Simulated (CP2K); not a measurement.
**Ir in CP2K: convergence with rel cutoff ry**

Input of the first run (rel cutoff ry 20); the others differ in this setting and in those tied to it:

File ir_converge.inp:

```
&GLOBAL
  PROJECT ir_converge
  RUN_TYPE ENERGY_FORCE
  PRINT_LEVEL LOW
&END GLOBAL
&FORCE_EVAL
  METHOD QS
  STRESS_TENSOR ANALYTICAL
  &DFT
    BASIS_SET_FILE_NAME BASIS_MOLOPT
    POTENTIAL_FILE_NAME GTH_POTENTIALS
    &MGRID
      CUTOFF 450
      REL_CUTOFF 20
      NGRIDS 4
    &END MGRID
    &QS
      METHOD GPW
      EPS_DEFAULT 1.0E-9
    &END QS
    &KPOINTS
      SCHEME MONKHORST-PACK 10 10 8
      GAMMA_CENTERED T
      SYMMETRY T
      SYMMETRY_BACKEND SPGLIB
    &END KPOINTS
    &SCF
      SCF_GUESS ATOMIC
      EPS_SCF 1.0E-6
      MAX_SCF 100
      ADDED_MOS 11
      CHOLESKY OFF
      EPS_EIGVAL 1.0E-7
      &DIAGONALIZATION ON
        ALGORITHM STANDARD
      &END DIAGONALIZATION
      &MIXING ON
        METHOD BROYDEN_MIXING
        ALPHA 0.4
        BETA 1.5
        NBUFFER 8
      &END MIXING
      &SMEAR ON
        METHOD FERMI_DIRAC
        ELECTRONIC_TEMPERATURE [K] 300.557
      &END SMEAR
    &END SCF
    &XC
      &XC_FUNCTIONAL
        &GGA_X_B88
        &END GGA_X_B88
        &GGA_C_LYP
        &END GGA_C_LYP
      &END XC_FUNCTIONAL
    &END XC
    &PRINT
      &KPOINTS ON
      &END KPOINTS
      &MULLIKEN ON
      &END MULLIKEN
      &MO ON
        ENERGIES T
        OCCUPATION_NUMBERS T
        &EACH
          QS_SCF 0
        &END EACH
        ADD_LAST NUMERIC
      &END MO
    &END PRINT
  &END DFT
  &SUBSYS
    &CELL
      ABC 2.5630357641 2.6070081182 2.9812803543
      ALPHA_BETA_GAMMA 59.0739640107 60.5285627220 59.5272258748
      PERIODIC XYZ
    &END CELL
    &COORD
      SCALED
      Ir  0.0025340000 0.0031230000 -0.0043230000
    &END COORD
    &KIND Ir
      BASIS_SET DZVP-MOLOPT-SR-GTH-q17
      POTENTIAL GTH-PBE-q17
    &END KIND
    &PRINT
      &ATOMIC_COORDINATES ON
      &END ATOMIC_COORDINATES
      &CELL ON
      &END CELL
    &END PRINT
  &END SUBSYS
  &PRINT
    &FORCES ON
    &END FORCES
    &STRESS_TENSOR ON
    &END STRESS_TENSOR
  &END PRINT
&END FORCE_EVAL
```

Potentials or basis: GTH_POTENTIALS Ir GTH-PBE-q17; DZVP-MOLOPT-SR-GTH basis.

Launch:

```sh
$ OMP_NUM_THREADS=1 cp2k.psmp -i ir_converge.inp -o ir_converge.out
```

The cell isn't the ideal one: cell strained at random at fixed volume.

This isn't the form of Ir at room conditions, which is fcc.

Hardware: 1 thread of Arm Neoverse V2, with other jobs on the host.

| rel cutoff ry | energy less the tightest run, at zero smearing (meV/atom) | pressure (GPa) | SCF cycles | CPU time (s) | peak memory (GiB) |
| --- | --- | --- | --- | --- | --- |
| 20 | 5.29 | 42.80 | 12 | 61 | 0.25 |
| 30 | 0.91 | 43.10 | 12 | 63 | 0.25 |
| 40 | 0.00 | 43.16 | 12 | 64 | 0.25 |
| 50 | 0.00 | 43.16 | 12 | 66 | 0.25 |
| 60 | 0.00 | 43.16 | 12 | 70 | 0.25 |
| 80 | 0.00 | 43.16 | 12 | 71 | 0.25 |
| 100 | 0.00 | 43.16 | 12 | 74 | 0.25 |

Against the tightest run, the energy stays within 1 meV/atom from 30 on; the pressure stays within 0.1 GPa from 30 on. The tightest run that finished is the yardstick and may itself not be fully converged.

Caveat, for the tightest run too: the potentials were made for another functional, which shifts forces and pressure; the basis of atomic orbitals isn't converged, which shifts pressures, moduli and gaps. The run has no spin-orbit coupling, so splittings on Ir are missing.
